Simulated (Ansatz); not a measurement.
**MoS2: S on a Mo site**

All numbers below come from Ansatz, DFT PBE+D3(BJ), scalar-relativistic, plane waves, PAW. (420 eV cutoff, 3×3×2 k-mesh, shifted by half a step, Gaussian smearing of 0.01 eV, collinear spin in charge +1, -1 alone)

Host crystal, relaxed:

```cif
data_structure
_symmetry_space_group_name_H-M 'P 1'
_symmetry_Int_Tables_number 1
_cell_length_a 3.1493
_cell_length_b 3.1493
_cell_length_c 12.0928
_cell_angle_alpha 90.000
_cell_angle_beta 90.000
_cell_angle_gamma 120.000
_cell_volume 103.87
loop_
_atom_site_label
_atom_site_type_symbol
_atom_site_fract_x
_atom_site_fract_y
_atom_site_fract_z
_atom_site_occupancy
Mo1 Mo 0.66667 0.33333 0.25000 1
Mo2 Mo 0.33333 0.66667 0.75000 1
S1 S 0.33333 0.66667 0.37949 1
S2 S 0.66667 0.33333 0.87949 1
S3 S 0.33333 0.66667 0.12051 1
S4 S 0.66667 0.33333 0.62051 1
```

Supercell of 24 atoms, rows in host cell vectors: 0 -2 0; -2 0 0; 0 0 -1. Atoms relax at the host's cell, keeping the symmetry that the supercell leaves at the site. The cell is small, so energies carry finite-size errors of tenths of an eV. The host's Kohn–Sham gap is 0.77 eV. Atoms are taken from and returned to the elements' standard states. Charged cells are corrected for image charges with the computed static dielectric tensor (mean 12.9) and aligned with the host's potential at far atoms (alignment terms reach 0.54 eV; the program doubts the alignment in some charges, where it is up to 0.54 eV). No band-filling term is added, and the Fermi level counts from the host's valence band top.

Defect: S on a Mo site set at (0.667, 0.333, 0.250) of the host cell. Before relaxation its nearest neighbours are 6 S at 2.40 Å.

```json
{"charge": "+1", "E_f at the valence band top (eV)": "7.10", "over the neutral state (eV)": "0.39", "moment (μB)": "0.22", "largest move (Å)": "0.05", "atoms near the site": "6 S at 2.36 Å"}
{"charge": "0", "E_f at the valence band top (eV)": "6.71", "over the neutral state (eV)": "0.00", "moment (μB)": "0.00", "largest move (Å)": "0.05", "atoms near the site": "6 S at 2.35 Å"}
{"charge": "-1", "E_f at the valence band top (eV)": "6.97", "over the neutral state (eV)": "0.27", "moment (μB)": "0.11", "largest move (Å)": "0.05", "atoms near the site": "6 S at 2.35 Å"}
```

Among the charges computed the stable one is 0 at the valence band top, changing to -1 at 0.27 eV. In charge +1 the extra carrier would gain by moving to a band edge of the host, so it isn't bound in the gap. In charge +1, -1 the cell has partly filled bands: a level of the defect may be part filled, the carrier may sit in the host's bands, or levels may cross between the k points, so transitions that involve it are doubtful. Without the alignment that the program doubts, the level (0/-1) would lie at -0.14 eV, outside the gap, so these runs don't decide whether the defect changes charge there. Fractional moments come from partly filled bands of the small cell.